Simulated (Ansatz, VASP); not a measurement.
AlPt in VASP and in Ansatz

```
CELL_PARAMETERS angstrom
4.76912 0.00000 0.00000
0.00000 4.76912 0.00000
0.00000 0.00000 4.76912
ATOMIC_POSITIONS crystal
Al 0.84472 0.84472 0.84472
Al 0.65528 0.15528 0.34472
Al 0.34472 0.65528 0.15528
Al 0.15528 0.34472 0.65528
Pt 0.15406 0.15406 0.15406
Pt 0.34594 0.84594 0.65406
Pt 0.65406 0.34594 0.84594
Pt 0.84594 0.65406 0.34594
```

Alike in both runs: functional PBEsol; k mesh 8 × 8 × 8; occupations gaussian, width 0.1 eV; no spin polarisation.

Ansatz relaxed the structure, and its values are those at the end. VASP's run is a single point on that final structure, the one shown.

|  | VASP | Ansatz |
| --- | --- | --- |
| version | VASP 6.6.1 | Ansatz 0.2.0 |
| potentials or method | VASP PAW PBE potentials, release 64 (Al, Pt) | scalar-relativistic, plane waves, PAW |
| plane-wave cutoff (eV) | 520 | 420 |
| valence electrons in the cell | 52 | 84 |

```tsv
	VASP	Ansatz	Ansatz less VASP
gap on the k mesh at the Fermi level (eV)	none	none	-
pressure (GPa)	14.4	14.4	+0.02
rms of the force components (eV/Å)	0.007	0.006	-0.0015
```

A gap of «none» marks a metal or a gap that the smearing closes. The functional is the same, so the differences come from potentials, cutoffs and numerics. The two sets of potentials don't hold the same shells in valence. Ansatz warned: «stress_scf_threshold_loose».

Caveats: the PAW data sets were made with another functional, which shifts forces and pressure a little (VASP). The runs have no spin-orbit coupling, so splittings on Pt are missing.
